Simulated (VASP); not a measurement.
The system is LiF.

```xyz
2
Lattice="0.0000 2.0417 2.0417 2.0417 0.0000 2.0417 2.0417 2.0417 0.0000" Properties=species:S:1:pos:R:3 pbc="T T T"
Li    0.0000    0.0000    0.0000
F     2.0417    2.0417    2.0417
```

The cell is a database's computed one.

```yaml
Program: VASP 6.6.1
Task: relaxation of cell and atoms
Functional: PBEsol
Potentials_or_basis: VASP PAW PBE potentials, release 64 (Li_sv, F)
Cutoff: 600 eV
k_mesh: 4 × 4 × 4
Occupations: gaussian, width 0.02 eV
Spin: no spin polarisation
```

At the start: pressure -4.1 GPa; volume 8.51 Å³/atom.

Problem. How do energy, volume and symmetry change on relaxing?

Solution. Over 3 steps the energy falls by 7.2 meV/atom and the volume is 7.99 Å³/atom (-6.1 %); space group Fm-3m (No. 225, to 0.05 Å).

The path:
```tsv
step	energy change (eV)	largest force (eV/Å)	pressure (GPa)	volume (Å³)
1	0.0000	0.0000	-4.13	17.02
2	-0.0107	0.0000	-2.22	16.49
3	-0.0144	0.0000	-0.08	15.98
```

Final structure:
```
Li F
1.0
     0.00000    1.99925    1.99925
     1.99925    0.00000    1.99925
     1.99925    1.99925    0.00000
Li F
1 1
Direct
  0.00000 0.00000 0.00000
  0.50000 0.50000 0.50000
```

Caveat: the k mesh is coarse (spacing up to 0.67 Å⁻¹), so the values aren't converged; the cutoff is under 1.25 times the usual one of these potentials, so pressure, stress and relaxed cells hold a basis-set (Pulay) error; the PAW data sets were made with another functional, which shifts forces and pressure a little.
